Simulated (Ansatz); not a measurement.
Crystal: AgBr.

```
CELL_PARAMETERS angstrom
0.00000 2.87015 2.87015
2.87015 0.00000 2.87015
2.87015 2.87015 0.00000
ATOMIC_POSITIONS crystal
Ag 0.00000 0.00000 0.00000
Br 0.50000 0.50000 0.50000
```

A run of Ansatz 0.2.0 on this cell left the log below. Logs are shortened: lines on timing, memory, paths and dates and some standing lists are left out, and cuts for length are marked.

```text
Warning: RAYON_NUM_THREADS=2 ignored (pool sized by the plan → 2); use --threads N
scf.n_extra_bands = 6 over 13 filled bands (N_el = 26.0): the run solves 19 bands
Engine: ansatz 0.2.0, x86_64-unknown-linux-gnu
Pseudopotentials: kind: paw
Pseudopotential: Ag, paw, valence charge 19, recommended cutoff 420 eV (normal), Ag.paw.azcp
Pseudopotential: Br, paw, valence charge 7, recommended cutoff 420 eV (normal), Br.paw.azcp
Functional definition: PBE
  parameter kappa = 0.804
  parameter beta = 0.06672455060314922
  exchange = pbe_x(kappa = kappa, mu = beta*pi^2/3)
  correlation = pbe_c(beta = beta)
Crystal: 2 atoms, lattice volume = 47.287 Å³
Basis set: ecut = 420 eV, 941 PW (Γ), exchange–correlation on 60×60×60 points (8 copies of the dense FFT grid, shifted against one another)
Bands: 19, of which v1, the nominal top of the filled ones, is band 13 counted from 1 (12 counted from 0)
Symmetry: 48 space group operations
Space group: Fm-3m (ITA 225), of the structure as read, at distance tolerance 3.6e-5 Å
k-points: 29 of 512
Non-local potential: Ag, projectors of the file, l = 0: 3, l = 1: 2, l = 2: 2, l = 3: 1
Non-local potential: Br, projectors of the file, l = 0: 2, l = 1: 2, l = 2: 2
PAW form: soft (Blöchl's): semilocal exchange-correlation on the pseudo side does not see the compensation charge
PAW one-centre angular grid: Ag, 590 points (default); XC on 64 Gauss nodes
PAW one-centre angular grid: Br, 110 points (default); XC on 64 Gauss nodes
Initial density: superposition of atomic densities (neutral atoms: chi_scale 0, normalization atom), corrected by the library's trained network
Initial wavefunctions: pseudopotential atomic-orbital guess
Functional: x = pbe(κ = 0.804, μ = 0.2195149727645171), c = pbe(β = 0.06672455060314922)
SCF iter   1: F=—  HF=-10374.347244 eV  |F-HF|=—  |Δ(HF+E_count)|=         —  Δρ=3.83e-4  dr2=4.25e-5  ethr=1.77e-3  ⟨swp⟩=5.1  Hψ=2678  notcnv=0  defer=2
preconditioner: auto → none  [insulator: Δε(μ)=0.670 eV  Ē_g=12.474 eV  σ=0.050 eV  W_gap=0.99  n_scr=14 (ndim 8)  ℏωp=22.9 eV  f_vac=0.022  D(μ)=0.00/eV (n_scr^D=0)  ε∞_Penn≈4.4]
SCF iter   2: F=—  HF=-10374.348837 eV  |F-HF|=—  |Δ(HF+E_count)|=   1.59e-3  Δρ=2.37e-4  dr2=1.34e-5  ethr=1.63e-7  ⟨swp⟩=4.0  Hψ=1604  notcnv=0  defer=11
SCF iter   3: F=—  HF=-10374.348861 eV  |F-HF|=—  |Δ(HF+E_count)|=   2.47e-5  Δρ=1.36e-4  dr2=6.69e-6  ethr=5.17e-8  ⟨swp⟩=2.0  Hψ=884  notcnv=0  defer=11
SCF iter   4: F=—  HF=-10374.348863 eV  |F-HF|=—  |Δ(HF+E_count)|=   1.42e-6  Δρ=3.85e-5  dr2=2.47e-7  ethr=2.57e-8  ⟨swp⟩=2.2  Hψ=731  notcnv=0  defer=11
iter 5 did not close the SCF: its close was put off for the readings that it lacked (scf_convergence_deferred on its scf_iter line)
SCF iter   5: F=-10374.348864 eV  HF=-10374.348864 eV  |F-HF|=2.25e-8  |Δ(HF+E_count)|=   1.34e-6  Δρ=1.22e-5  dr2=6.28e-8  ethr=9.51e-10  ⟨swp⟩=2.0  Hψ=881  notcnv=0  defer=11
SCF iter   6: F=-10374.348864 eV  HF=-10374.348864 eV  |F-HF|=4.89e-10  |Δ(HF+E_count)|=   2.50e-9  Δρ=2.71e-6  dr2=2.92e-9  ethr=2.42e-10  ⟨swp⟩=10.4  Hψ=3675  notcnv=0
SCF 1 converged in 6 iterations: F = -10374.348864 eV  dr2 = 2.92e-9
  greatest PAW one-centre occupation: 1.000 electrons in one spin orbital (limit 2), on the Ag atom at site 0 (counted from 0), in its partial waves of l = 0
NSCF: frozen V_eff on 142 k-points
SCF converged after 6 iterations
Free energy (F): -10374.348864 eV
Harris-Foulkes:  -10374.348864 eV  (|F-HF|=4.89e-10)
Internal energy: -10374.348847 eV  (E = F + TS)
E sigma→0 (E₀):  -10374.348856 eV
Entropy (-TS):   -0.000017 eV (-0.008 meV/atom)
Fermi energy:    8.617621 eV
--- Per-component energies (eV) ---
  E_band       = -361.615677
  E_kinetic    = 661.707684
  E_local      = -3325.084670  (includes V_loc(G=0)·N_el)
  E_nonlocal   = 153.892389
  E_hartree    = 1456.075422
  E_xc         = -447.554991
  E_vxc        = -336.076892  (∫ρ·V_xc dr)
  E_paw        = -6152.066487  (= ΣΔE_a)
  E_vpaw       = -428.208996  (= ΣTr[D̂ρ^β])
  E_aug_tail   = 0.000319  (compensation charges beyond the density's cutoff)
  E_ewald      = -2721.318514
  E_smearing   = -0.000017  (= −TS)
  E_closure    = 0.000000  (closes the sum)
  Σ components = -10374.348864   (vs F -10374.348864, Δ=0.00e0)
--- Forces (eV/Å), atoms counted from 1 ---
  atom   1  Ag    -0.00000000     0.00000000     0.00000000
  atom   2  Br     0.00000000    -0.00000000     0.00000000
  max |Σ_I F_I| component: 4.73e-30 eV/Å
--- Stress (GPa, compression-positive) ---
        2.323533      -0.000000      -0.000000
       -0.000000       2.323533      -0.000000
       -0.000000       0.000000       2.323533
  P = ⅓ Tr σ = 2.3235 GPa (23.235 kbar)
--- Band table (eV; the first three rows and the last of 29) ---
  k-point 0: bands = ["-81.8887", "-45.4194", "-45.4194", "-45.4194", "-6.8760", "5.4097", "5.4097", "5.4100", "5.4100", "5.4100", "6.2729", "6.2729", "6.2729", "8.8802", "18.1310", "18.1310", "18.1310", "19.3439", "20.0006"]
  k-point 1: bands = ["-81.8887", "-45.4196", "-45.4194", "-45.4194", "-6.8150", "5.0099", "5.0099", "5.0559", "5.4530", "5.4530", "5.9270", "6.7419", "6.7419", "9.7280", "16.7865", "17.7618", "17.7618", "19.1566", "19.1566"]
  k-point 2: bands = ["-81.8886", "-45.4203", "-45.4195", "-45.4195", "-6.6613", "4.0524", "4.4944", "4.4944", "5.5594", "5.5594", "5.8954", "7.4383", "7.4383", "11.0857", "15.3659", "16.4441", "16.4441", "19.3582", "19.5847"]
  k-point 28: bands = ["-81.8886", "-45.4205", "-45.4205", "-45.4201", "-6.3649", "3.9998", "4.2545", "4.2545", "5.8213", "5.8330", "5.9180", "5.9180", "6.6760", "11.9947", "15.3537", "15.8835", "15.8835", "21.0494", "21.0494"]
```

Question: Write the input and the command behind it.

Answer: Band structure with PBE, no spin polarisation. The files as run (others can give the same):

input.yaml
```yaml
crystal:
  lattice:
    - [0.0, 2.87015, 2.87015]
    - [2.87015, 0.0, 2.87015]
    - [2.87015, 2.87015, 0.0]
  atoms:
    - { symbol: Ag, position: [0.0, 0.0, 0.0] }
    - { symbol: Br, position: [0.5, 0.5, 0.5] }
hamiltonian:
  xc: pbe
  pseudopotentials: { kind: paw }
kpoints:
  mp_grid: { grid: [8, 8, 8] }
  band_path:
    path:
      - [[0.0, 0.0, 0.0], [0.5, 0.0, 0.5], [0.5, 0.25, 0.75], [0.375, 0.375, 0.75], [0.0, 0.0, 0.0], [0.5, 0.5, 0.5], [0.625, 0.25, 0.625], [0.5, 0.25, 0.75], [0.5, 0.5, 0.5], [0.375, 0.375, 0.75]]
      - [[0.625, 0.25, 0.625], [0.5, 0.0, 0.5]]
    npoints: 14
scf:
  occupations: { method: fermi_dirac, width: 0.05 }
  n_extra_bands: 6
output:
  forces: true
  stress: true
  eigenvalues: true
  fatbands: false
  write_density: true
  write_potential: true
  elf: true
  volumetric_format: npy
```

Potentials or basis: Ansatz PAW.
Command:
```sh
$ ansatz run input.yaml --threads 2 --pin off --max-ram 5632MiB --backend cpu --events-out ev --progress --plain --runs-dir out
```
